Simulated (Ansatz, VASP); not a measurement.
## AgCl in VASP and in Ansatz

File INCAR:

```
  PREC = Accurate
  ENCUT = 520
  EDIFF = 1E-6
  ISMEAR = -1
  SIGMA = 0.02
  LREAL = F
  LASPH = T
  NELM = 80
  ALGO = Normal
  ISIF = 2
  LWAVE = F
  LCHARG = T
  GGA = PE
  LELF = T
  LVHAR = T
  NBANDS = 16
```

The input KPOINTS:

```
Automatic mesh
0
Gamma
  8 8 8
```

The input POSCAR:

```
AgCl
1.0
   -0.0554630000      2.7454185000      2.7454185000
    2.7454185000     -0.0554630000      2.7454185000
    2.7454185000      2.7454185000     -0.0554630000
Ag Cl
1 1
Direct
    0.5000000000      0.5000000000      0.5000000000
    0.0000000000      0.0000000000      0.0000000000
```

Input for Ansatz:

```yaml
crystal:
  lattice:
    - [-0.055463, 2.7454185, 2.7454185]
    - [2.7454185, -0.055463, 2.7454185]
    - [2.7454185, 2.7454185, -0.055463]
  atoms:
    - { symbol: Ag, position: [0.5, 0.5, 0.5] }
    - { symbol: Cl, position: [0.0, 0.0, 0.0] }
kpoints:
  mp_grid: { grid: [8, 8, 8] }
  band_path:
    path:
      - [0.0, 0.0, 0.0]
      - [0.5, 0.5, 0.5]
      - [0.2551801333, 0.5, 0.7448198667]
      - [-0.2551801333, 0.2551801333, 0.5]
      - [0.0, 0.0, 0.5]
      - [0.0, 0.0, 0.0]
      - [-0.3775900666, 0.0, 0.3775900666]
      - [0.0, 0.3775900666, 0.6224099334]
      - [0.0, 0.5, 0.5]
    npoints: 5
scf:
  occupations: { method: fermi_dirac, width: 0.02 }
hamiltonian:
  xc: pbe
  pseudopotentials: { kind: all_electron, lapw: { basis_error: 0.0005 } }
output:
  forces: true
  stress: true
  eigenvalues: true
```

Change from the starting cell: equal xy, yz and zx shear strains of -2 %.

Alike in both runs: task single point; functional PBE; k mesh 8 × 8 × 8; occupations fermi-dirac, width 0.02 eV; no spin polarisation.

|  | VASP | Ansatz |
| --- | --- | --- |
| version | VASP 6.6.1 | Ansatz 0.2.0 |
| potentials or method | VASP PAW PBE potentials, release 64 (Ag, Cl) | all-electron LAPW, scalar-relativistic |
| plane-wave cutoff (eV) | 520 | see its input |

|  | VASP | Ansatz | Ansatz less VASP |
| --- | --- | --- | --- |
| gap on the k mesh at the Fermi level (eV) | 0.88 | 0.89 | +0.004 |
| pressure (GPa) | 1.5 | 1.6 | +0.14 |
| largest component of the traceless stress (GPa) | 0.11 | 0.10 | -0.002 |

Ansatz ran all-electron here, so the differences hold the error of VASP's frozen core and of both bases.

A k mesh can miss the band edges.
